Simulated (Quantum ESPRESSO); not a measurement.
# Ir under changes of volume

One of the cells (14.059 Å³/atom); the others are scaled copies at fixed shape and fractional positions:

```
CELL_PARAMETERS angstrom
0.00000 1.91560 1.91560
1.91560 0.00000 1.91560
1.91560 1.91560 0.00000
ATOMIC_POSITIONS crystal
Ir 0.00000 0.00000 0.00000
```

* Program: Quantum ESPRESSO 7.5
* Functional: PBEsol
* Potentials or basis: GBRV 1.5 PBEsol
* Cutoff: 612 eV
* Density cutoff: 4898 eV
* k mesh: 12 × 12 × 12
* Occupations: fermi-dirac, width 0.05 eV
* Spin: no spin polarisation

| volume (Å³/atom) | energy over the lowest point (meV/atom) | pressure (GPa) |
| --- | --- | --- |
| 13.215 | ? | ? |
| 13.496 | 27.17 | 16.7 |
| 13.778 | 5.97 | 7.5 |
| 14.059 | 0.00 | -0.7 |
| 14.340 | 7.57 | -7.9 |
| 14.621 | 27.11 | -14.4 |
| 14.902 | 57.23 | -20.0 |

Question: What does the run at 13.215 Å³/atom give?

Answer: Energy over the lowest point 65.62 meV/atom; pressure 27.1 GPa.

Worked out: A Birch-Murnaghan fit of order 3 (a polynomial in V^(-2/3)) to the other rows has its minimum at 14.04 Å³/atom with B0 = V·E''(V) = 387 GPa and B' = 5.0. It gives 65.49 meV/atom at 13.215 Å³/atom, against the run's 65.62, and -dE/dV = 27.1 GPa, against 27.1.

Energies are extrapolated to zero smearing.
